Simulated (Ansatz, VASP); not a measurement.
# One calculation of ZnO, two programs

```
CELL_PARAMETERS angstrom
3.30097 0.00000 0.00000
-1.65049 2.85872 0.00000
0.00000 0.00000 5.32765
ATOMIC_POSITIONS crystal
Zn 0.33333 0.66667 0.00154
Zn 0.66667 0.33333 0.50154
O 0.33333 0.66667 0.38056
O 0.66667 0.33333 0.88056
```

Alike in both runs: functional revPBE; dispersion D3(BJ); k mesh 8 × 8 × 6; occupations gaussian, width 0.05 eV; no spin polarisation.

Ansatz relaxed the structure, and its values are those at the end. VASP's run is a single point on that final structure, the one shown.

|  | VASP | Ansatz |
| --- | --- | --- |
| version | VASP 6.6.1 | Ansatz 0.2.0 |
| potentials or method | VASP PAW PBE potentials, release 64 (Zn, O) | scalar-relativistic, plane waves, PAW |
| plane-wave cutoff (eV) | 520 | 420 |
| valence electrons in the cell | 36 | 36 |

|  | VASP | Ansatz | Ansatz less VASP |
| --- | --- | --- | --- |
| gap on the k mesh at the Fermi level (eV) | 0.77 | 0.79 | +0.023 |
| least direct gap on the mesh (eV) | 0.77 | 0.79 | +0.023 |
| pressure (GPa) | -3.9 | -4.8 | -0.89 |
| dispersion energy (meV/atom) | -417.2 | -417.2 | -0.04 |

Caveats: the PAW data sets were made with another functional, which shifts forces and pressure a little (VASP). Expect the measured gap to be larger: semilocal functionals such as revPBE lack the derivative discontinuity.
